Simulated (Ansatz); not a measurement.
## Sc under changes of volume

One of the cells (23.086 Å³/atom); the others are scaled copies at fixed shape and fractional positions:

```
Sc
1.0
     0.00000    2.26000    2.26000
     2.26000    0.00000    2.26000
     2.26000    2.26000    0.00000
Sc
1
Cartesian
  0.0000 0.0000 0.0000
```

This isn't the form of Sc at room conditions, which is hcp.

* Program: Ansatz 0.2.0
* Functional: PBE
* Potentials or basis: all-electron LAPW, scalar-relativistic
* Cutoff: 188 eV (chosen from the basis error)
* Basis error allowed: 0.0005 eV/atom
* k mesh: 10 × 10 × 10
* Occupations: fermi-dirac, width 0.05 eV
* Spin: no spin polarisation

| volume (Å³/atom) | energy over the lowest point (meV/atom) | pressure (GPa) |
| --- | --- | --- |
| 21.701 | 67.14 | 8.1 |
| 22.163 | 46.24 | 6.5 |
| 22.625 | 29.60 | 5.1 |
| 23.086 | ? | ? |
| 23.548 | 7.99 | 2.6 |
| 24.010 | 2.43 | 1.5 |
| 24.472 | 0.00 | 0.4 |

Task: What does the run at 23.086 Å³/atom give?

Result: Energy over the lowest point 16.95 meV/atom; pressure 3.8 GPa.

Worked out: A Birch-Murnaghan fit of order 3 (a polynomial in V^(-2/3)) to the other rows has its minimum at 24.62 Å³/atom, just outside them, with B0 = V·E''(V) = 53 GPa and B' = 3.1. It gives 16.98 meV/atom at 23.086 Å³/atom, against the run's 16.95, and -dE/dV = 3.7 GPa, against 3.8.

Energies are extrapolated to zero smearing.
